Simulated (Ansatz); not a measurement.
Two-dimensional strain map in ZnO

Computed with DFT PBEsol, scalar-relativistic, plane waves, PAW (Ansatz 0.2.0). The runs took a 420 eV cutoff, a Γ-centred 9×9×6 mesh and Gaussian smearing (0.05 eV). No spin polarisation. Energies are free energies at this smearing, counted from the undisturbed cell; pressure is positive in compression.

The starting cell (as given, not relaxed at this level; it stands at -1.4 GPa):

```
Zn O
1.0
     3.24940    0.00000    0.00000
    -1.62470    2.81406    0.00000
     0.00000    0.00000    5.20380
Zn O
2 2
Direct
  0.33333 0.66667 0.00000
  0.66667 0.33333 0.50000
  0.33333 0.66667 0.38210
  0.66667 0.33333 0.88210
```

The cell is strained by p along both x and y and by q along z, fractional coordinates fixed. Points are written (p, q).

Energy above the undisturbed cell in meV/atom (a dash: not computed):

```csv
p \ q,-0.050,-0.025,0.000,0.025,0.050
-0.050,123.5,86.2,66.7,61.1,66.6
-0.025,52.7,23.9,12.1,–,26.1
0.000,25.9,4.8,0.0,8.0,26.1
0.025,33.7,–,21.0,–,57.9
0.050,68.2,60.4,67.6,86.5,114.4
```

Pressure in GPa:

| p \ q | -0.050 | -0.025 | 0.000 | 0.025 | 0.050 |
| --- | --- | --- | --- | --- | --- |
| -0.050 | 28.7 | 22.5 | 17.4 | 13.1 | 9.5 |
| -0.025 | 16.4 | 11.1 | 6.7 | – | 0.1 |
| 0.000 | 7.0 | 2.4 | -1.4 | -4.5 | -6.9 |
| 0.025 | -0.1 | – | -7.5 | – | -12.2 |
| 0.050 | -5.5 | -9.1 | -12.0 | -14.3 | -16.0 |

Gap on the k-mesh in eV:

```csv
p \ q,-0.050,-0.025,0.000,0.025,0.050
-0.050,0.91,0.82,0.74,0.65,0.56
-0.025,0.88,0.80,0.73,–,0.58
0.000,0.83,0.77,0.70,0.63,0.57
0.025,0.73,–,0.66,–,0.54
0.050,0.65,0.61,0.58,0.55,0.49
```